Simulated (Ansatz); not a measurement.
Cr, 1 atom in the cell. It takes space group Im-3m (No. 229, cubic). The conventional cell has a = 2.969 Å, b = 2.969 Å, c = 2.969 Å, α = 90.00°, β = 90.00°, γ = 90.00°. Cr (site symmetry m-3m) has 8 Cr at 2.57 Å as nearest neighbours. 

```yaml
Program: Ansatz 0.2.0
Task: band structure
Functional: revPBE
Dispersion: D3(BJ)
Potentials_or_basis: PseudoDojo standard (PBE files)
Cutoff: 1279 eV
Density_cutoff: 5116 eV
k_mesh: 12 × 12 × 12
Occupations: methfessel-paxton, width 0.1 eV
Spin: collinear spin, ferromagnetic start
Starting_moments: "[3.0] μB"
Hubbard_terms: Cr d U = 3 eV
Hubbard_projectors: ortho-atomic
Path: "[[\"G\", \"H\", \"N\", \"G\", \"P\", \"H\"], [\"P\", \"N\"]]"
Points_for_each_segment_of_the_path: 14
Double_counting: fll (the default)
```

Potentials or basis: PseudoDojo standard (PBE files).

The run is started by

```console
$ ansatz run input.yaml --threads 1 --pin off --max-ram 2560MiB --backend cpu --events-out ev --progress --plain --runs-dir out
```

Hardware: 1 thread of AMD EPYC 7B13 (Zen 3) (shared host).

How long does it take, and how much memory?

Wall time 8.7 s on 1 thread of AMD EPYC 7B13 (Zen 3), with other jobs on the host, peak memory 0.47 GiB. Counts: scf iterations 12, plane waves 1409, k points 72, bands 13.
